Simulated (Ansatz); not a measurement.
ZrB2:

```
CELL_PARAMETERS angstrom
3.17000 0.00000 0.00000
-1.58500 2.74530 0.00000
0.00000 0.00000 3.53300
ATOMIC_POSITIONS crystal
Zr 0.00000 0.00000 0.00000
B 0.66667 0.33333 0.50000
B 0.33333 0.66667 0.50000
```

* Program: Ansatz 0.2.0
* Task: relaxation of cell and atoms
* Functional: PBEsol
* Potentials or basis: Ansatz PAW
* Cutoff: 420 eV (not typed: the program's choice for these potentials)
* k mesh: 10 × 10 × 8
* Occupations: fermi-dirac, width 0.05 eV
* Spin: no spin polarisation

At the start: volume 10.25 Å³/atom.

Q: Where does the relaxation end?

A: It ends after 6 steps and the volume is 10.08 Å³/atom (-1.7 %); space group P6/mmm (No. 191, to 0.05 Å).

The path:
```
step  energy change (eV)  largest force (eV/Å)  volume (Å³)
   1              0.0000                0.0000        30.75
   2             -0.0046                0.0000        29.99
   3             -0.0070                0.0000        30.22
   4             -0.0072                0.0000        30.24
   5             -0.0072                0.0000        30.24
   6             -0.0067                0.0000        30.24
```

Final structure:
```
Zr B
1.0
     3.15374    0.00000    0.00000
    -1.57687    2.73122    0.00000
     0.00000    0.00000    3.51018
Zr B
1 2
Direct
  0.00000 0.00000 0.00000
  0.66667 0.33333 0.50000
  0.33333 0.66667 0.50000
```

Caveat: the plane-wave basis is chosen anew once the cell has moved, so the energies of steps on either side of that aren't comparable; the PAW data sets come from PBE, with cores solved anew for the run's functional, which leaves a small shift of forces and pressure.
